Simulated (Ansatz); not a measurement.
## A series in volume scale on ZnSe

Results calculated with Ansatz 0.2.0, not measured. Periodic Kohn-Sham DFT of a crystal at fixed atoms, scaled to volume_scale times the given cell; pressure positive in compression, energy less spherical unpolarised free atoms, largest_vzz the field gradient of largest size among the nuclei.

The cell before it is scaled or strained (space group F-43m, No. 216):
```
CELL_PARAMETERS angstrom
0.00000 2.83380 2.83380
2.83380 0.00000 2.83380
2.83380 2.83380 0.00000
ATOMIC_POSITIONS crystal
Zn 0.00000 0.00000 0.00000
Se 0.75000 0.75000 0.75000
```

Settings of every row: method all-electron LAPW; functional PBE; relativity scalar; k mesh 8x8x8; filling fermi-dirac; smearing width 0.03 eV; basis error target 1 meV/atom; nucleus gaussian.

Atom start moment: 0 on all atoms.

```csv
row,volume scale,V (Å³/atom),pressure (GPa),energy less free atoms (eV/atom)
1,0.94,21.391,6.803,-2.9711
2,0.9405,21.403,6.757,-2.9716
3,0.96,21.846,5.072,-2.9879
4,0.97,22.074,4.274,-2.9946
5,0.98,22.301,3.519,-3.0001
6,1,22.757,2.124,-3.0081
7,1.01,22.984,1.481,-3.0106
8,1.02,23.212,0.872,-3.0123
9,1.03,23.439,0.294,-3.0131
10,1.04,23.667,-0.253,-3.0131
11,1.06,24.122,?,?
```

Question: what pressure and energy less free atoms should row 11 give?

Worked fit of pressure. Take u = (V_r/V)^(2/3) − 1 with V_r = 22.529 Å³ an atom, which is twice the finite (Eulerian) strain; such expansions in the strain, on which the Birch-Murnaghan equation of state is built, carry the rest volume and the bulk modulus. The shown rows have u = 0.03516, 0.03477, 0.02074, 0.01369, 0.0068, -0.00669, -0.01324, -0.01971, -0.02605, -0.03232. Least squares give pressure = 2.8025 + 103.47 × u + 284.5 × u² + 273 × u³ GPa; a parabola predicts inner rows, each left out in turn, worse (root mean square 0.0033 against 0.0016 GPa). The rows lie off it by -0.001, 0.001, -0.001, 0.001, 0.000, 0.001, -0.001, 0.000, -0.001, 0.001. The pressure vanishes at u = -0.0294, or V = 23.56 Å³ an atom, and there the bulk modulus at fixed shape and fractions is B = −V dP/dV = (2/3)(1 + u) dP/du = 56.6 GPa. The withheld row has u = -0.04453, so the fit gives 2.8025 + 103.47 × (-0.04453) + 284.5 × (-0.04453)² + 273 × (-0.04453)³ = -1.265 GPa.

The calculation gave -1.264 GPa. The fit lies 0.001 GPa (0.012 % of the column's range) below it, one unit of the last digit. This row lies beyond the range of the fit.

Worked fit of energy less free atoms. Take u = (V_r/V)^(2/3) − 1 with V_r = 22.529 Å³ an atom, which is twice the finite (Eulerian) strain; such expansions in the strain, on which the Birch-Murnaghan equation of state is built, carry the rest volume and the bulk modulus. The shown rows have u = 0.03516, 0.03477, 0.02074, 0.01369, 0.0068, -0.00669, -0.01324, -0.01971, -0.02605, -0.03232. Least squares give energy less free atoms = −3.00459 + 0.5929 × u + 10.226 × u² eV/atom; a straight line predicts inner rows, each left out in turn, worse (root mean square 0.0047 against 3.1e-05 eV/atom). All shown rows lie on it to the printed digit. Its lowest point lies at u = -0.0290, or V = 23.55 Å³ an atom, and the curvature there gives the bulk modulus at fixed shape and fractions, B = (4/9)(1 + u)² E″(u)/V = 58.3 GPa. The withheld row has u = -0.04453, so the fit gives −3.00459 + 0.5929 × (-0.04453) + 10.226 × (-0.04453)² = -3.0107 eV/atom.

The calculation gave -3.0109 eV/atom. The fit lies 0.0002 eV/atom (0.48 % of the column's range) above it; its largest miss of a shown row is 0.0000 eV/atom. This row lies beyond the range of the fit.
